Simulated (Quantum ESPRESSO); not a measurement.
# SnO2: equation of state with PBEsol

SnO2:

```xyz
12
Lattice="5.1753 0.0000 0.0000 0.0000 5.1753 0.0000 0.0000 0.0000 5.1753" Properties=species:S:1:pos:R:3 pbc="T T T"
Sn    0.0000    0.0000    0.0000
Sn    2.5876    0.0000    2.5876
Sn    2.5876    2.5876    0.0000
Sn    0.0000    2.5876    2.5876
O     3.4214    4.3415    0.8337
O     4.3415    0.8337    3.4214
O     0.8337    3.4214    4.3415
O     1.7539    1.7539    1.7539
O     3.4214    3.4214    3.4214
O     4.3415    1.7539    0.8337
O     0.8337    4.3415    1.7539
O     1.7539    0.8337    4.3415
```

Measurements of this composition are mostly on another form, of space group No. 136.

```yaml
Program: Quantum ESPRESSO 7.5
Task: equation of state
Functional: PBEsol
Potentials_or_basis: GBRV 1.5 PBEsol
Cutoff: 925 eV
Density_cutoff: 7401 eV
k_mesh: 5 × 5 × 5
Occupations: fermi-dirac, width 0.05 eV
Spin: no spin polarisation
```

| Property | Result |
| --- | --- |
| Equilibrium volume | 11.16 Å³/atom |
| Bulk modulus at fixed shape and positions | 215 GPa |
| Pressure derivative of the bulk modulus | 5.2 |

Energy against volume, from the lowest point:
| volume (Å³/atom) | energy (meV/atom) |
| --- | --- |
| 10.858 | 5.40 |
| 11.089 | 0.00 |
| 11.320 | 1.27 |
| 11.551 | 8.41 |
| 11.782 | 20.74 |
| 12.013 | 37.62 |
| 12.244 | 58.49 |

All runs of the series together: 15 min on 2 threads of Arm Neoverse V1 (shared host).

Caveat: the cell was scaled at fixed shape and fractional positions, which overstates the stiffness of a crystal with free parameters, most of all of layers and chains.
